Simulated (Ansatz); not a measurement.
Compare A (`CCCCO`) with its isomer B (`CCOCC`).

Computed with Ansatz on PBE0-D4/def2-TZVP structures; ΔE is electronic, products minus reactants. CCSD(T)/CBS adds triple-zeta CCSD(T) − MP2 to the extrapolated MP2 energy (def2 sets, frozen cores). DFT in def2-TZVPP. One conformer a species, not always the lowest.

A:

```xyz
15

C    -0.0946   -0.6833    2.0359
C     0.3029    0.2502    0.9057
C    -0.1423   -0.2498   -0.4590
C     0.2442    0.6884   -1.5845
O    -0.1144    0.2049   -2.8619
H    -1.1805   -0.8054    2.0823
H     0.2387   -0.3052    3.0050
H     0.3419   -1.6762    1.8979
H    -0.1210    1.2452    1.0848
H     1.3910    0.3812    0.9033
H    -1.2328   -0.3826   -0.4591
H     0.2909   -1.2360   -0.6588
H     1.3303    0.8130   -1.6107
H    -0.1889    1.6839   -1.4055
H    -1.0655    0.0716   -2.8755
```

B:

```xyz
15

C     1.7877   -0.5289   -1.4323
C     0.9120   -0.3636   -0.2161
O    -0.4252   -0.2639   -0.6390
C    -1.3630   -0.2402    0.4099
C    -1.4053    1.0738    1.1656
H     1.6819    0.3292   -2.0990
H     2.8366   -0.6104   -1.1383
H     1.5104   -1.4280   -1.9859
H     1.2142    0.5313    0.3465
H     1.0238   -1.2255    0.4611
H    -2.3320   -0.4291   -0.0589
H    -1.1664   -1.0716    1.1045
H    -1.5854    1.9027    0.4776
H    -0.4753    1.2687    1.7035
H    -2.2139    1.0556    1.9008
```

Question: Which isomer does CCSD(T)/CBS put lower? Give the gap. (An estimate is asked.)

Answer: The calculation gave: A, by 31.2 kJ/mol.

Question: Give E(B) − E(A) in kJ/mol with HF/def2-TZVPP, CCSD/def2-TZVPP, BLYP-D4, MP2/def2-TZVPP, B2PLYP, ωB97M-V, PBE-D4. (Best estimate.)

Answer: The calculation gave: HF/def2-TZVPP 22.6, CCSD/def2-TZVPP 29.3, BLYP-D4 19.8, MP2/def2-TZVPP 32.7, B2PLYP 25.3, ωB97M-V 27.5, PBE-D4 25.6. None reverses the order clearly.

Question: Does the order hold for the free energy at 298.15 K (harmonic terms from PBE0-D4)? (Estimate.)

Answer: Computed: Yes: G(B) − G(A) = +29.2 kJ/mol, for one conformer each. Modes under 60 cm⁻¹, often nearly free rotors, make the harmonic entropy too high.

Largest T1 diagnostic: 0.010.

Leaving LDA and LC-ωPBE aside and taking each functional with its dispersion term where it has one, the values, not all of them listed here, spread over 11.3 kJ/mol, from BLYP-D4 to PBE-QIDH. In def2-TZVPP, CCSD(T) changes the Hartree–Fock value by +6.5 kJ/mol (the triples alone add −0.3 kJ/mol) and MP2 by +10.1 kJ/mol.
